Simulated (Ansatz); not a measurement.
# Density of states of Fe

Space group Fm-3m (No. 225). a = 3.483 Å, b = 3.483 Å, c = 3.483 Å, α = 90.00°, β = 90.00°, γ = 90.00°
| atom | site | symmetry | x | y | z |
| --- | --- | --- | --- | --- | --- |
| Fe | 4a | m-3m | 0.0000 | 0.0000 | 0.0000 |

The runs use the primitive cell with vectors (0.000, 1.741, 1.741), (1.741, 0.000, 1.741), (1.741, 1.741, 0.000) Å, to which the k mesh refers.

The structure comes from a relaxation in the same program, started in the fcc type, and has space group Fm-3m. Whether it is a known phase or the ground state wasn't checked.

Other magnetic orders may lie lower; this is the state that the run reached.

Computed with DFT, PBE, all-electron LAPW, scalar-relativistic in Ansatz 0.2.0.

Numerical set-up: a Γ-centred 18×18×18 k mesh, Fermi–Dirac smearing of 0.05 eV, basis error target 0.25 meV/atom, spin-polarised from start moments Fe 3 μB, ending with a cell moment of 1.03 μB.

States per eV and cell, averaged over 0.4 eV, from -5.8 to 3.6 eV, with energies (bin centres) from the Fermi level; empty bins are left out. The partial columns, the largest 2 alone, are projections on Löwdin-orthogonalised atomic shells (those that the program's projection atoms carry: the occupied ones and, for some elements, an empty d or f shell; other empty shells have no column), summed over atoms of an element and both spins. Weights on diffuse s and p shells depend on that basis and aren't pure angular character.

| E (eV) | spin-up | spin-down | Fe 3d | Fe 4s |
| --- | --- | --- | --- | --- |
| -5.7 | 0.11 | 0.09 | 0.04 | 0.16 |
| -5.3 | 0.26 | 0.11 | 0.16 | 0.20 |
| -4.9 | 0.50 | 0.16 | 0.41 | 0.24 |
| -4.5 | 0.58 | 0.30 | 0.63 | 0.24 |
| -4.1 | 0.75 | 0.46 | 0.99 | 0.19 |
| -3.7 | 0.67 | 0.60 | 1.13 | 0.12 |
| -3.3 | 0.76 | 0.77 | 1.42 | 0.07 |
| -2.9 | 0.63 | 0.62 | 1.17 | 0.03 |
| -2.5 | 0.96 | 0.62 | 1.46 | 0.05 |
| -2.1 | 1.26 | 0.80 | 1.88 | 0.09 |
| -1.7 | 1.20 | 0.82 | 1.86 | 0.08 |
| -1.3 | 0.96 | 0.90 | 1.72 | 0.06 |
| -0.9 | 0.98 | 1.10 | 1.98 | 0.05 |
| -0.5 | 0.76 | 0.66 | 1.35 | 0.03 |
| -0.1 | 0.76 | 0.54 | 1.26 | 0.03 |
| 0.3 | 1.19 | 0.89 | 2.03 | 0.04 |
| 0.7 | 0.57 | 0.93 | 1.43 | 0.05 |
| 1.1 | 0.16 | 1.07 | 1.15 | 0.06 |
| 1.5 | 0.14 | 1.37 | 1.42 | 0.07 |
| 1.9 | 0.14 | 0.22 | 0.25 | 0.08 |
| 2.3 | 0.14 | 0.18 | 0.18 | 0.09 |
| 2.7 | 0.13 | 0.17 | 0.14 | 0.10 |
| 3.1 | 0.13 | 0.16 | 0.12 | 0.10 |
| 3.5 | 0.13 | 0.15 | 0.10 | 0.09 |

**Question.** Which of the resolved shells contributes most within 0.3 eV of the Fermi level?

**Answer.** Fe 3d, with 97 % of all states there; Fe 4s follows with 2 %.

**Question.** Where is the centre of the filled Fe 3d states between -14 eV and the top of the filled states?

**Answer.** -2.26 eV from the Fermi level.
